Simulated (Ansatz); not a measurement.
Equation of state of ZrH2 under PBEsol

Symmetry: Fm-3m, No. 225, cubic system. Conventional cell: a = 4.818 Å, b = 4.818 Å, c = 4.818 Å, α = 90.00°, β = 90.00°, γ = 90.00°. Around Zr (site symmetry m-3m) lie 8 H at 2.09 Å. H (site symmetry -43m) has 4 Zr at 2.09 Å as nearest neighbours.

The cell is a database's computed one, not the measured one.

The cell was scaled at fixed shape and fractions and run with Ansatz, Ansatz PAW, cutoff 420 eV; PBEsol, k mesh 10 × 10 × 10 on the cell of 3 atoms, fermi-dirac occupations of 0.05 eV, no spin polarisation, no spin-orbit coupling. The potentials were made for PBE. Energies are those that the program minimises, any entropy of the smearing included. For a metal such a mesh isn't converged to the digits shown.

| V (Å³/atom) | energy over the lowest row (meV/atom) |
| --- | --- |
| 8.7633 | 2.87 |
| 8.9498 | 0.00 |
| 9.1362 | 0.68 |
| 9.3227 | 4.57 |
| 9.5091 | 11.35 |
| 9.6956 | ? |
| 9.8820 | 32.48 |

Q: Fit the third-order Birch-Murnaghan form, give V0, B0 and B′, and predict the energy left open.

A: With y = (V0/V)^(2/3), E = E0 + (9 V0 B0/16) [(y - 1)³ B′ + (y - 1)² (6 - 4y)]. Least squares through the rows shown give V0 = 9.0048 Å³/atom, E0 = -0.15 meV, B0 = 142.9 GPa (1 eV/Å³ = 160.218 GPa) and B′ = 4.00, with a largest miss of 0.00 meV. At V = 9.6956 the form with these constants gives 20.74 meV; the run gave 20.73 meV an atom. Other set-ups at this level, from all their volumes (Å³/atom, GPa): Ansatz, all-electron LAPW, scalar-relativistic: V0 9.007, B0 142.6.
